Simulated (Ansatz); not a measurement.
α-phase Li3N, treated with PBE in Ansatz (PAW).

Settings: plane-wave cutoff 520 eV, 12×12×10 k mesh (along the axes of the cell as run), Fermi–Dirac smearing 0.01 eV, scalar-relativistic PAW data made under PBE.

Shape and atoms are relaxed at each volume.

Pressure at four volumes; x = ln(V/11.052 Å³). One pressure is withheld.

```tsv
V (Å³/atom)	x	P (GPa)
10.610	-0.0408	?
10.831	-0.0202	1.12
11.052	0.0000	0.00
11.494	0.0392	-1.93
```

Pass a parabola P(x) through the three rows shown, estimate the bulk modulus and its pressure derivative near zero pressure, and predict the withheld pressure.

Slopes between the rows: (0.00 − (1.12))/(0.0000 − (-0.0202)) = -55.45 and (-1.93 − (0.00))/(0.0392 − (0.0000)) = -49.23 GPa. Their difference over the span 0.0594 is c = 6.22/0.0594 = 104.7 GPa, so P(x) = 1.12 + (-55.45)(x − (-0.0202)) + 104.7 (x − (-0.0202))(x − (0.0000)). At the middle row B = −dP/dx = −[-55.45 + 104.7 × 0.0202] = 53.3 GPa, and B′ = dB/dP = 2c/B = 3.9. At x = -0.0408 the parabola gives 2.35 GPa; the run gives 2.34 GPa. The Birch–Murnaghan fit to the energies at all volumes has B0 = 53.1 GPa and B′ = 3.8.

Ansatz is a quantum-chemistry and plane-wave program.
